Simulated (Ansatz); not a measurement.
**MoS2 under changes of volume**

One of the cells (17.750 Å³/atom); the others are scaled copies at fixed shape and fractional positions:

```
CELL_PARAMETERS angstrom
1.58550 0.91539 6.11500
-1.58550 0.91539 6.11500
0.00000 -1.83078 6.11500
ATOMIC_POSITIONS crystal
Mo 0.00000 0.00000 0.00000
S 0.25000 0.25000 0.25000
S 0.75000 0.75000 0.75000
```

Measurements of this composition are mostly on another form, of space group No. 194.

| Item | Value |
| --- | --- |
| Program | Ansatz 0.2.0 |
| Functional | PBEsol |
| Potentials or basis | all-electron LAPW, scalar-relativistic |
| Cutoff | 267 eV (chosen from the basis error) |
| Basis error allowed | 0.001 eV/atom |
| k mesh | 10 × 10 × 10 |
| Occupations | fermi-dirac, width 0.05 eV |
| Spin | no spin polarisation |

| volume (Å³/atom) | energy over the lowest point (meV/atom) | pressure (GPa) | largest force (eV/Å) |
| --- | --- | --- | --- |
| 16.685 | ? | ? | ? |
| 17.040 | 30.68 | 9.9 | 1.533 |
| 17.395 | 12.93 | 6.2 | 1.131 |
| 17.750 | 2.96 | 2.9 | 0.758 |
| 18.105 | 0.00 | -0.1 | 0.412 |
| 18.460 | 3.33 | -2.8 | 0.091 |
| 18.815 | 12.33 | -5.2 | 0.207 |

Task: What does the run at 16.685 Å³/atom give?

Result: Energy over the lowest point 57.08 meV/atom; pressure 14.0 GPa; largest force 1.967 eV/Å.

Worked out: A Birch-Murnaghan fit of order 3 (a polynomial in V^(-2/3)) to the other rows has its minimum at 18.09 Å³/atom with B0 = V·E''(V) = 145 GPa and B' = 4.4 at fixed shape and positions, which overstates the stiffness. It gives 57.10 meV/atom at 16.685 Å³/atom, against the run's 57.08, and -dE/dV = 14.0 GPa, against 14.0.

Energies are extrapolated to zero smearing.

Caveats: the cell's inner coordinates are idealised or old, which leaves forces on the atoms.
